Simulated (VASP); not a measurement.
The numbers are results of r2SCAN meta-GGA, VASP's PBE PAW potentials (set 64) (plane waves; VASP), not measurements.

Input for VASP

### KPOINTS_OPT
```
k-points along high-symmetry lines
8
Line-mode
Reciprocal
  0.000000   0.000000   0.000000 ! GAMMA
  0.500000   0.500000   0.500000 ! T

  0.500000   0.500000   0.500000 ! T
  0.809156   0.190844   0.500000 ! H_2

  0.500000  -0.190844   0.190844 ! H_0
  0.500000   0.000000   0.000000 ! L

  0.500000   0.000000   0.000000 ! L
  0.000000   0.000000   0.000000 ! GAMMA

  0.000000   0.000000   0.000000 ! GAMMA
  0.345422  -0.345422   0.000000 ! S_0

  0.654578   0.000000   0.345422 ! S_2
  0.500000   0.000000   0.500000 ! F

  0.500000   0.000000   0.500000 ! F
  0.000000   0.000000   0.000000 ! GAMMA
```

File KPOINTS:
```
Automatic mesh
0
Gamma
8 8 8
0 0 0
```

**POSCAR**
```
ZrO2
1
    1.8005734412     1.0395614105     2.9404360555
   -1.8005734412     1.0395614105     2.9404360555
    0.0000000000    -2.0791228210     2.9404360555
Zr O
1 2
Direct
  0.0000000000   0.0000000000   0.0000000000
  0.2499486582   0.2499486582   0.2499486582
  0.7500513418   0.7500513418   0.7500513418
```

**INCAR**
```
ALGO = Normal
EDIFF = 1E-7
ENCUT = 520
ISIF = 2
ISMEAR = -5
LASPH = .TRUE.
LCHARG = .FALSE.
LEFG = .TRUE.
LMAXMIX = 4
LMIXTAU = .TRUE.
LORBIT = 11
LREAL = .FALSE.
LWAVE = .FALSE.
METAGGA = R2SCAN
NEDOS = 601
NELM = 100
PREC = Accurate
SYSTEM = ZrO2
```

POTCAR, in this order: Zr_sv O (PBE.64 set). Program: vasp_std.

Output of the run:

### OUTCAR
```
 ion  position               nearest neighbor table
   1  0.000  0.000  0.000-   2 2.20   3 2.20   3 2.21   2 2.21   3 2.21   3 2.21   2 2.21   2 2.21
  LATTYP: Found a trigonal (rhomboedric) cell.
 ALAT       =     3.6012382370
 COS(alpha) =     0.5000253672
 Subroutine PRICEL returns:
 Original cell was already a primitive cell.
 Subroutine GETGRP returns: Found 12 space group operations
The static configuration has the point symmetry D_3d.
The dynamic configuration has the point symmetry D_3d.
 Subroutine INISYM returns: Found 12 space group operations
 Subroutine IBZKPT returns following result:
 Found     65 irreducible k-points:

 Following reciprocal coordinates:
            Coordinates               Weight
  0.000000  0.000000  0.000000      1.000000
  0.125000  0.000000  0.000000      6.000000
  0.250000  0.000000  0.000000      6.000000
  0.375000  0.000000  0.000000      6.000000
  0.500000  0.000000  0.000000      3.000000
  0.125000  0.125000  0.000000      6.000000
  0.250000  0.125000  0.000000     12.000000
  0.375000  0.125000  0.000000     12.000000
  0.500000  0.125000  0.000000     12.000000
...
```

File OSZICAR:
```
       N       E                     dE             d eps       ncg     rms          rms(c)
DAV:   1     0.170665360346E+03    0.17067E+03   -0.14988E+04  2080   0.158E+03
DAV:   2    -0.538467584310E+02   -0.22451E+03   -0.22252E+03  2736   0.400E+02
DAV:   3    -0.617059071593E+02   -0.78591E+01   -0.78510E+01  3192   0.747E+01
DAV:   4    -0.618871734605E+02   -0.18127E+00   -0.18122E+00  2864   0.890E+00
DAV:   5    -0.618908689465E+02   -0.36955E-02   -0.36954E-02  2816   0.974E-01    0.256E+01
DAV:   6    -0.451635282010E+02    0.16727E+02   -0.20230E+01  2760   0.429E+01    0.820E+00
DAV:   7    -0.463201372844E+02   -0.11566E+01   -0.22746E+00  2168   0.134E+01    0.422E+00
DAV:   8    -0.462518398930E+02    0.68297E-01   -0.20328E+00  2304   0.148E+01    0.227E+00
DAV:   9    -0.456739027672E+02    0.57794E+00   -0.77498E-01  2152   0.101E+01    0.119E+00
DAV:  10    -0.457816312757E+02   -0.10773E+00   -0.63244E-02  2384   0.299E+00    0.830E-01
DAV:  11    -0.458317327575E+02   -0.50101E-01   -0.81844E-03  2248   0.991E-01    0.734E-01
DAV:  12    -0.458491542609E+02   -0.17422E-01   -0.25149E-02  2112   0.151E+00    0.380E-01
DAV:  13    -0.458555424492E+02   -0.63882E-02   -0.14153E-02  2192   0.977E-01    0.546E-02
DAV:  14    -0.458556355581E+02   -0.93109E-04   -0.58574E-04  2296   0.311E-01    0.525E-02
DAV:  15    -0.458557393000E+02   -0.10374E-03   -0.18590E-04  2232   0.179E-01    0.522E-02
DAV:  16    -0.458561147283E+02   -0.37543E-03   -0.30010E-04  2200   0.167E-01    0.139E-02
DAV:  17    -0.458561090176E+02    0.57106E-05   -0.34448E-05  3280   0.454E-02    0.822E-03
DAV:  18    -0.458561138994E+02   -0.48817E-05   -0.61460E-06  2296   0.200E-02    0.265E-03
DAV:  19    -0.458561145392E+02   -0.63980E-06   -0.55820E-07  2312   0.967E-03    0.151E-03
DAV:  20    -0.458561154069E+02   -0.86773E-06   -0.55560E-07  2360   0.735E-03    0.286E-04
DAV:  21    -0.458561153890E+02    0.17867E-07   -0.15767E-08  1456   0.153E-03
   1 F= -.45856115E+02 E0= -.45856115E+02  d E =0.000000E+00
       N       E                     dE             ncg
```

OUTCAR:
```
------------------------ aborting loop because EDIFF is reached ----------------------------------------
  FORCE on cell =-STRESS in cart. coord.  units (eV):
  Direction    XX          YY          ZZ          XY          YZ          ZX
  --------------------------------------------------------------------------------------
  Total       -0.0343720     -0.0343720     -0.0251931     -0.0000000      0.0000000     -0.0000000
  in kB       -1.6675999     -1.6675994     -1.2222716     -0.0000000      0.0000000     -0.0000000
  external PRESSURE =      -1.5191570 kB  Pullay stress =       0.0000000 kB
  volume of cell :       33.02
      direct lattice vectors                 reciprocal lattice vectors
     1.800573441  1.039561410  2.940436056     0.277689312  0.160324022  0.113361871
    -1.800573441  1.039561410  2.940436056    -0.277689312  0.160324022  0.113361871
     0.000000000 -2.079122821  2.940436056     0.000000000 -0.320648044  0.113361871
 POSITION                                       TOTAL-FORCE (eV/Angst)
 -----------------------------------------------------------------------------------
      0.00000      0.00000      0.00000         0.000000     -0.000000     -0.000000
      0.00000      0.00000      2.20487        -0.000000     -0.000000      0.008473
      0.00000      0.00000      6.61643        -0.000000      0.000000     -0.008473
 -----------------------------------------------------------------------------------
    total drift:                               -0.000000      0.000000      0.000000
  FREE ENERGIE OF THE ION-ELECTRON SYSTEM (eV)
  ---------------------------------------------------
  free  energy   TOTEN  =       -45.8561153890 eV

  energy  without entropy=      -45.8561153890  energy(sigma->0) =      -45.85611539

 total charge

# of ion       s       p       d       tot
------------------------------------------
    1        2.160   6.051   1.234   9.445
    2        1.569   3.569   0.000   5.138
    3        1.569   3.569   0.000   5.138
--------------------------------------------------
tot          5.299  13.188   1.234  19.721

 Electric field gradients after diagonalization (V/A^2)
 (convention: |V_zz| > |V_xx| > |V_yy|)
----------------------------------------------------------------------
 ion       V_xx      V_yy      V_zz     asymmetry (V_yy - V_xx)/ V_zz
----------------------------------------------------------------------
   1       0.220     0.216    -0.436       0.007
   2       0.020     0.020    -0.040       0.006
   3       0.020     0.020    -0.040       0.006
```
(Selected blocks of OUTCAR.)

The structure was generated: ZrO2 was put into the CdCl2 type (R-3m), which need not be its known phase. It was relaxed first, which changed the volume by -15 %. The relaxed cell has space group Fm-3m.
